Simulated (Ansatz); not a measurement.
## SnSe under changes of volume

One of the cells (50.458 Å³/atom); the others are scaled copies at fixed shape and fractional positions:

```xyz
4
Lattice="4.2853 0.0000 0.0000 0.0000 4.2853 0.0000 0.0000 0.0000 10.9907" Properties=species:S:1:pos:R:3 pbc="T T T"
Sn    0.0000    2.1427    6.8996
Sn    2.1427    0.0000    4.0911
Se    0.0000    2.1427    4.2200
Se    2.1427    0.0000    6.7707
```

* Program: Ansatz 0.2.0
* Functional: LDA
* Potentials or basis: all-electron LAPW, scalar-relativistic
* Cutoff: 239 eV (chosen from the basis error)
* Basis error allowed: 0.002 eV/atom
* k mesh: 6 × 6 × 3
* Occupations: fermi-dirac, width 0.05 eV
* Spin: no spin polarisation

| volume (Å³/atom) | energy over the lowest point (meV/atom) | gap on the mesh (eV) | largest force (eV/Å) |
| --- | --- | --- | --- |
| 47.431 | 0.00 | 1.40 | 0.315 |
| 48.440 | ? | ? | ? |
| 49.449 | 3.94 | 1.45 | 0.110 |
| 50.458 | 11.21 | 1.47 | 0.245 |
| 51.468 | 21.51 | 1.48 | 0.370 |
| 52.477 | 34.53 | 1.50 | 0.486 |
| 53.486 | 49.99 | 1.51 | 0.594 |

What does the run at 48.440 Å³/atom give?

Energy over the lowest point 0.07 meV/atom; gap on the mesh 1.43 eV; largest force 0.186 eV/Å.

Worked out: A Birch-Murnaghan fit of order 3 (a polynomial in V^(-2/3)) to the other rows has its minimum at 47.91 Å³/atom with B0 = V·E''(V) = 30 GPa and B' = 4.3 at fixed shape and positions, which overstates the stiffness. It gives 0.08 meV/atom at 48.440 Å³/atom, against the run's 0.07. A straight line through the other rows of the gap, of slope 0.908 eV per unit of ln V (its deformation potential), gives 1.43 eV, against the run's 1.43.

Energies are extrapolated to zero smearing.

Caveats: spin-orbit coupling is left out, which moves the levels of the heavy elements.

A mesh can miss the band edges.
